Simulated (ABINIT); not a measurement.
# PbSe (Clausthalite) (Fm-3m) in ABINIT: further runs

Aim: see how the results for PbSe (Clausthalite) move with the level of theory and the settings. Levels: LDA-VWN, SOGGA, WC, rSCAN. Tasks: band structure.

Program: ABINIT 10.8.3 (patched build). These are calculated values, not measurements. Logs are shortened: lines on timing, memory, paths and dates and some standing lists are left out, and cuts for length are marked. The log counts tension as positive stress, the text compression.

**The experiment to reproduce.**

From a printed reference work, monograph, for a bulk crystal of PbSe: band gap 0.15 eV (direct) at 4.2 K; band gap 0.28 eV (direct) at 300 K.

The results are compared with them further down.

## (1) Starting point

Symmetry: Fm-3m, No. 225, cubic system. The conventional cell has a = 6.121 Å, b = 6.121 Å, c = 6.121 Å, α = 90.00°, β = 90.00°, γ = 90.00°. Pb (site symmetry m-3m) has 6 Se at 3.06 Å as nearest neighbours. Se (site symmetry m-3m) is surrounded by 6 Pb at 3.06 Å.

## (2) Band structure, LDA-VWN

run.abi reads:

```
# Datasets: ground state, then fixed potential
ndtset 2

# Pseudopotentials
pp_dirpath "./"
pseudos "Pb.LDA_PW-JTH.xml, Se.LDA_PW-JTH.xml"

# Structure
acell 3*1.0
rprim
     0.0000000000     5.7837902633     5.7837902633
     5.7837902633     0.0000000000     5.7837902633
     5.7837902633     5.7837902633     0.0000000000
ntypat 2
znucl 82 34
natom 2
typat 1 2
xcart
     0.0000000000     0.0000000000     0.0000000000
     5.7837902633     5.7837902633     5.7837902633

# Plane-wave basis
ecut 17.0
pawecutdg 34.0

# Exchange and correlation
ixc -1007

# Bands and occupations
occopt 3
tsmear 0.05 eV

# SCF cycle
nstep 100

# Output
iomode 3
prtwf 0
prteig 0
prtebands 0
enunit 1
prtden1 1
prtvha1 1
prtvclmb1 1
prtpot1 1

# Dataset 1
kptopt1 1
ngkpt1 8 8 8
nshiftk1 1
shiftk1 0.0 0.0 0.0
nband1 14
tolvrs1 1.0e-9

# Dataset 2: bands along G-X-W-K-G-L-U-W-L-K
iscf2 -2
getden2 1
nband2 18
nbdbuf2 2
tolwfr2 1.0e-12
kptopt2 -9
ndivsm2 6
prteig2 1
prtvol2 -3
kptbounds2
     0.0000000000     0.0000000000     0.0000000000
     0.5000000000     0.0000000000     0.5000000000
     0.5000000000     0.2500000000     0.7500000000
     0.3750000000     0.3750000000     0.7500000000
     0.0000000000     0.0000000000     0.0000000000
     0.5000000000     0.5000000000     0.5000000000
     0.6250000000     0.2500000000     0.6250000000
     0.5000000000     0.2500000000     0.7500000000
     0.5000000000     0.5000000000     0.5000000000
     0.3750000000     0.3750000000     0.7500000000
```

Potentials or basis: JTH PAW LDA v2.0.

On the command line:

```console
$ abinit run.abi > log 2>&1
```

run.abo:

```text
.Version 10.8.3 of ABINIT
 DATASET    1 : space group Fm -3 m (#225); Bravais cF (face-center cubic)
================================================================================
 Values of the parameters that define the memory need for DATASET  1.
     intxc =       0    ionmov =       0      iscf =      17    lmnmax =      18
     lnmax =       6     mgfft =      32  mpssoang =       3    mqgrid =    3001
     natom =       2  nloc_mem =       2    nspden =       1   nspinor =       1
    nsppol =       1      nsym =      48    n1xccc =       1    ntypat =       2
    occopt =       3   xclevel =       1
       mpw =        1314          nfft =       32768          nkpt =          29
 PAW method is used; the additional fine FFT grid is defined by:
   mgfftf=        45    nfftf =     91125
================================================================================
================================================================================

 DATASET    2 : space group Fm -3 m (#225); Bravais cF (face-center cubic)
================================================================================
 Values of the parameters that define the memory need for DATASET  2.
     intxc =       0    ionmov =       0      iscf =      -2    lmnmax =      18
     lnmax =       6     mgfft =      32  mpssoang =       3    mqgrid =    3001
     natom =       2  nloc_mem =       2    nspden =       1   nspinor =       1
    nsppol =       1      nsym =      48    n1xccc =       1    ntypat =       2
    occopt =       3   xclevel =       1
       mpw =        1317          nfft =       32768          nkpt =         103
 PAW method is used; the additional fine FFT grid is defined by:
   mgfftf=        45    nfftf =     91125
================================================================================
================================================================================

--------------------------------------------------------------------------------
------------- Echo of variables that govern the present computation ------------
--------------------------------------------------------------------------------
 -outvars: echo values of preprocessed input variables --------
            acell      1.0000000000E+00  1.0000000000E+00  1.0000000000E+00 Bohr
              amu      2.07200000E+02  7.89600000E+01
             ecut      1.70000000E+01 Hartree
           enunit           1
           getden1          0
           getden2          1
             iscf1         17
             iscf2         -2
              ixc       -1007
           jdtset        1    2
           kptopt1          1
           kptopt2         -9
         kptrlatt        8    0    0      0    8    0      0    0    8
          kptrlen1     6.54361171E+01
          kptrlen2     3.00000000E+01
            natom           2
            nband1         14
            nband2         18
           nbdbuf1          0
           nbdbuf2          2
           ndtset           2
           ndivsm1          0
           ndivsm2          6
            ngfft          32      32      32
          ngfftdg          45      45      45
             nkpt1         29
             nkpt2        103
            nstep         100
             nsym          48
           ntypat           2
           occopt           3
        pawecutdg      3.40000000E+01 Hartree
        prtebands           0
           prteig1          0
           prteig2          1
           prtpot1          1
           prtpot2          0
         prtvclmb1          1
         prtvclmb2          0
           prtvha1          1
           prtvha2          0
           prtvol1          0
           prtvol2         -3
            prtwf           0
            rprim      0.0000000000E+00  5.7837902633E+00  5.7837902633E+00
                       5.7837902633E+00  0.0000000000E+00  5.7837902633E+00
                       5.7837902633E+00  5.7837902633E+00  0.0000000000E+00
           shiftk1     0.00000000E+00  0.00000000E+00  0.00000000E+00
           shiftk2     5.00000000E-01  5.00000000E-01  5.00000000E-01
          spgroup         225
           tolvrs1     1.00000000E-09
           tolvrs2     0.00000000E+00
           tolwfr1     0.00000000E+00
[... 241 lines left out ...]
         ecut(hartree)=     34.000   => boxcut(ratio)=   2.04937
--------------------------------------------------------------------------------

================================================================================
 Non-SCF case, kpt    1 (  0.00000  0.00000  0.00000), residuals and eigenvalues=
  5.92E-13  9.46E-13  4.72E-13  3.92E-13  3.14E-13  3.16E-13  5.18E-13  1.16E-13
  1.31E-13  1.21E-13  1.69E-13  4.37E-13  6.32E-13  2.19E-13  1.57E-13  3.29E-13
  1.19E-08  1.14E-07
 -4.7875E-01 -4.7875E-01 -4.7875E-01 -4.7868E-01 -4.7868E-01 -3.6519E-01
 -1.0132E-01  6.7654E-02  6.7654E-02  6.7654E-02  3.0528E-01  3.0528E-01
  3.0528E-01  3.7612E-01  3.7612E-01  3.7612E-01  4.3338E-01  4.3828E-01
 Non-SCF case, kpt    2 (  0.02941  0.00000  0.02941), residuals and eigenvalues=
  4.75E-13  3.82E-13  5.24E-13  4.06E-13  4.63E-13  2.08E-13  7.13E-13  1.33E-13
  1.20E-13  2.09E-13  6.72E-13  2.44E-13  1.40E-13  3.44E-13  1.42E-13  5.10E-13
  1.90E-08  1.32E-06
[... 696 lines left out ...]
 Non-SCF case, kpt  102 (  0.38750  0.38750  0.72500), residuals and eigenvalues=
  2.66E-13  1.47E-13  1.46E-13  6.17E-13  7.59E-13  6.35E-13  6.84E-13  9.54E-13
  3.98E-13  2.37E-13  4.68E-13  6.93E-13  4.10E-13  6.44E-13  3.47E-13  5.75E-13
  9.39E-07  3.17E-05
 -4.8204E-01 -4.7874E-01 -4.7860E-01 -4.7759E-01 -4.7733E-01 -3.1318E-01
 -1.6705E-01 -2.8117E-02  4.0052E-02  5.2478E-02  2.4947E-01  2.7161E-01
  3.2707E-01  3.5866E-01  5.0185E-01  5.0201E-01  5.8265E-01  6.3348E-01
 Non-SCF case, kpt  103 (  0.37500  0.37500  0.75000), residuals and eigenvalues=
  1.81E-13  9.48E-13  7.79E-13  6.96E-13  2.94E-13  4.58E-13  2.96E-13  7.03E-13
  5.37E-13  2.53E-13  8.14E-13  7.22E-13  4.79E-13  8.92E-13  5.60E-13  1.69E-13
  1.39E-05  4.70E-04
 -4.8230E-01 -4.7885E-01 -4.7850E-01 -4.7750E-01 -4.7729E-01 -3.1242E-01
 -1.6382E-01 -3.2811E-02  3.6061E-02  4.6941E-02  2.5765E-01  2.8061E-01
  3.3249E-01  3.4841E-01  5.0964E-01  5.1298E-01  5.8928E-01  6.3265E-01

--- !ResultsGS
iteration_state: {dtset: 2, }
comment   : Summary of ground state results
lattice_vectors:
- [  0.0000000,   5.7837903,   5.7837903, ]
- [  5.7837903,   0.0000000,   5.7837903, ]
- [  5.7837903,   5.7837903,   0.0000000, ]
lattice_lengths: [   8.17951,    8.17951,    8.17951, ]
lattice_angles: [ 60.000,  60.000,  60.000, ] # degrees, (23, 13, 12)
lattice_volume:   3.8696136E+02
convergence: {deltae:  0.000E+00, res2:  0.000E+00, residm:  9.997E-13, diffor:  0.000E+00, }
etotal    :  -7.11125153E+01
entropy   :   0.00000000E+00
fermie    :   1.38473469E-01
cartesian_stress_tensor: null
pressure_GPa: null
xred      :
- [  0.0000E+00,   0.0000E+00,   0.0000E+00, Pb]
- [  5.0000E-01,   5.0000E-01,   5.0000E-01, Se]
cartesian_forces: null
force_length_stats: {min: null, max: null, mean: null, }
...

 Integrated electronic density in atomic spheres:
 ------------------------------------------------
 Atom  Sphere_radius  Integrated_density
    1        2.40264         11.31690162
    2        2.21132          3.90339872

================================================================================

 ----iterations are completed or convergence reached----

 Mean square residual over all n,k,spin=   52.014E-14; max=  99.968E-14
 reduced coordinates (array xred) for    2 atoms
       0.000000000000      0.000000000000      0.000000000000
       0.500000000000      0.500000000000      0.500000000000

 cartesian coordinates (angstrom) at end:
    1      0.00000000000000     0.00000000000000     0.00000000000000
    2      3.06064999790464     3.06064999790464     3.06064999790464
 length scales=  1.000000000000  1.000000000000  1.000000000000 bohr
              =  0.529177210544  0.529177210544  0.529177210544 angstroms
 Eigenvalues (   eV  ) for nkpt= 103  k points:
 kpt#   1, nband= 18, wtk=  1.00000, kpt=  0.0000  0.0000  0.0000 (reduced coord)
 -13.02758  -13.02758  -13.02758  -13.02546  -13.02546   -9.93723   -2.75705    1.84095
   1.84095    1.84095    8.30708    8.30708    8.30708   10.23475   10.23475   10.23475
  11.79274   11.92615
 kpt#   2, nband= 18, wtk=  1.00000, kpt=  0.0294  0.0000  0.0294 (reduced coord)
 -13.02708  -13.02694  -13.02694  -13.02587  -13.02474   -9.92832   -2.78716    1.82750
   1.82750    1.89526    8.11428    8.29037    8.29037   10.13704   10.30002   10.30002
  11.91708   12.01391
 kpt#   3, nband= 18, wtk=  1.00000, kpt=  0.0588  0.0000  0.0588 (reduced coord)
 -13.02851  -13.02759  -13.02656  -13.02656  -13.02482   -9.90160   -2.87211    1.78779
   1.78779    2.05007    7.63389    8.24971    8.24971    9.90561   10.48534   10.48534
  12.15952   12.22807
 kpt#   4, nband= 18, wtk=  1.00000, kpt=  0.0882  0.0000  0.0882 (reduced coord)
 -13.03034  -13.02932  -13.02475  -13.02475  -13.02402   -9.85718   -2.99832    1.72374
   1.72374    2.28210    7.02547    8.20498    8.20498    9.62450   10.76838   10.76838
  12.27833   12.64303
 kpt#   5, nband= 18, wtk=  1.00000, kpt=  0.1176  0.0000  0.1176 (reduced coord)
[... 381 lines left out ...]
   1.36422    1.80848    6.17881    6.82766    8.37474   10.41856   12.99028   13.44069
  15.62819   17.20676
 kpt# 101, nband= 18, wtk=  1.00000, kpt=  0.4000  0.4000  0.7000 (reduced coord)
 -13.10842  -13.02675  -13.02418  -12.99862  -12.98974   -8.55853   -4.64608   -0.54757
   1.21836    1.60484    6.50810    7.11914    8.67606   10.07667   13.30735   13.51430
  15.75229   17.30133
 kpt# 102, nband= 18, wtk=  1.00000, kpt=  0.3875  0.3875  0.7250 (reduced coord)
 -13.11708  -13.02722  -13.02341  -12.99579  -12.98884   -8.52201   -4.54574   -0.76511
   1.08986    1.42799    6.78830    7.39088    8.90001    9.75971   13.65593   13.66029
  15.85470   17.23781
 kpt# 103, nband= 18, wtk=  1.00000, kpt=  0.3750  0.3750  0.7500 (reduced coord)
 -13.12411  -13.03023  -13.02069  -12.99351  -12.98759   -8.50140   -4.45767   -0.89284
   0.98127    1.27733    7.01106    7.63566    9.04755    9.48083   13.86810   13.95899
  16.03510   17.21535

== END DATASET(S) ==============================================================
================================================================================

 -outvars: echo values of variables after computation  --------
            acell      1.0000000000E+00  1.0000000000E+00  1.0000000000E+00 Bohr
           etotal1    -7.1112515293E+01
            fcart1    -0.0000000000E+00 -0.0000000000E+00 -0.0000000000E+00
                      -0.0000000000E+00 -0.0000000000E+00 -0.0000000000E+00
            rprim      0.0000000000E+00  5.7837902633E+00  5.7837902633E+00
                       5.7837902633E+00  0.0000000000E+00  5.7837902633E+00
                       5.7837902633E+00  5.7837902633E+00  0.0000000000E+00
           strten1     1.1094309420E-04  1.1094309420E-04  1.1094309420E-04
                       0.0000000000E+00  0.0000000000E+00  0.0000000000E+00
           xangst      0.0000000000E+00  0.0000000000E+00  0.0000000000E+00
                       3.0606499979E+00  3.0606499979E+00  3.0606499979E+00
             xred      0.0000000000E+00  0.0000000000E+00  0.0000000000E+00
                       5.0000000000E-01  5.0000000000E-01  5.0000000000E-01
 Calculation completed.
```

Wall time 64 s (1 thread of Arm Neoverse V2, shared host); peak memory 0.12 GiB.

Results:

```
Free energy                                           : -1935.0701 eV
Band gap on the k mesh                                : 0.18 eV, direct
Valence electrons inside the program's atomic spheres : Pb 11.32; Se 3.90
```

Levels at the corners of the path, in eV from the valence-band top:
```tsv
point	band 8	band 9	band 10	band 11	band 12	band 13
Γ	-1.84	-1.84	-1.84	4.63	4.63	4.63
X	-4.98	-3.21	-3.21	3.68	5.53	5.53
W	-4.22	-4.22	-0.75	1.80	4.90	4.90
K	-4.57	-2.70	-2.40	3.33	3.96	5.37
Γ	-1.84	-1.84	-1.84	4.63	4.63	4.63
L	-1.40	-1.40	0.00	0.18	1.62	1.62
U	-4.57	-2.70	-2.40	3.33	3.96	5.37
W	-4.22	-4.22	-0.75	1.80	4.90	4.90
L	-1.40	-1.40	0.00	0.18	1.62	1.62
K	-4.57	-2.70	-2.40	3.33	3.96	5.37
```

Caveat: the cutoff is too short for stress, so the log's stress isn't used; spin-orbit coupling is left out, which as a rule narrows the gap of such compounds by several tenths of an eV.

## (3) Band structure, SOGGA

run.abi reads:

```
# Datasets: ground state, then fixed potential
ndtset 2

# Pseudopotentials
pp_dirpath "./"
pseudos "Pb.GGA_PBE-JTH_sp.xml, Se.GGA_PBE-JTH.xml"

# Structure
acell 3*1.0 Angstrom
rprim
     0.0000000000     3.0606500000     3.0606500000
     3.0606500000     0.0000000000     3.0606500000
     3.0606500000     3.0606500000     0.0000000000
ntypat 2
znucl 82 34
natom 2
typat 1 2
xred
     0.0000000000     0.0000000000     0.0000000000
     0.5000000000     0.5000000000     0.5000000000

# Plane-wave basis
ecut 15.0
pawecutdg 30.0

# Exchange and correlation
ixc -150130

# Bands and occupations
occopt 3
tsmear 0.00183747

# SCF cycle
nstep 100

# Output
iomode 3
prtwf 0
prteig 0
prtebands 0
enunit 2
prtden1 1

# Dataset 1
kptopt1 1
ngkpt1 8 8 8
nshiftk1 1
shiftk1 0.0 0.0 0.0
nband1 9
tolvrs1 1.0e-9

# Dataset 2: bands along G-X-W-K-G-L-U-W-L-K
iscf2 -2
getden2 1
nband2 13
nbdbuf2 2
tolwfr2 1.0e-12
kptopt2 -9
ndivsm2 6
prteig2 1
kptbounds2
     0.0000000000     0.0000000000     0.0000000000
     0.5000000000     0.0000000000     0.5000000000
     0.5000000000     0.2500000000     0.7500000000
     0.3750000000     0.3750000000     0.7500000000
     0.0000000000     0.0000000000     0.0000000000
     0.5000000000     0.5000000000     0.5000000000
     0.6250000000     0.2500000000     0.6250000000
     0.5000000000     0.2500000000     0.7500000000
     0.5000000000     0.5000000000     0.5000000000
     0.3750000000     0.3750000000     0.7500000000
```

Potentials or basis: JTH PAW PBE v2.0 sp.

On the command line:

```console
$ abinit run.abi > log 2>&1
```

Run time: 36 s. Hardware: 1 thread of Arm Neoverse V2, shared host; peak memory 0.12 GiB.

It converged, with:

```yaml
Free_energy: -361.8356 eV
Pressure: -1.2 GPa
Band_gap_on_the_k_mesh: 0.18 eV, direct
Band_gap_along_the_path: 0.18 eV, direct
Valence_electrons_inside_the_program's_atomic_spheres: Pb 2.52; Se 3.88
```

Levels at the corners of the path, in eV from the valence-band top:
| point | band 3 | band 4 | band 5 | band 6 | band 7 | band 8 |
| --- | --- | --- | --- | --- | --- | --- |
| Γ | -1.83 | -1.83 | -1.83 | 4.74 | 4.74 | 4.74 |
| X | -5.06 | -3.24 | -3.24 | 3.45 | 5.64 | 5.64 |
| W | -4.30 | -4.30 | -0.78 | 1.83 | 4.91 | 4.91 |
| K | -4.65 | -2.75 | -2.44 | 3.35 | 4.00 | 5.44 |
| Γ | -1.83 | -1.83 | -1.83 | 4.74 | 4.74 | 4.74 |
| L | -1.49 | -1.49 | 0.00 | 0.18 | 1.65 | 1.65 |
| U | -4.65 | -2.75 | -2.44 | 3.35 | 4.00 | 5.44 |
| W | -4.30 | -4.30 | -0.78 | 1.83 | 4.91 | 4.91 |
| L | -1.49 | -1.49 | 0.00 | 0.18 | 1.65 | 1.65 |
| K | -4.65 | -2.75 | -2.44 | 3.35 | 4.00 | 5.44 |

Caveat: the PAW data sets were made with another functional, which shifts forces and pressure a little; spin-orbit coupling is left out, which as a rule narrows the gap of such compounds by several tenths of an eV; this set keeps more shells in the core, which shifts pressures and gaps.

(Part 1 of 2 ends here.)
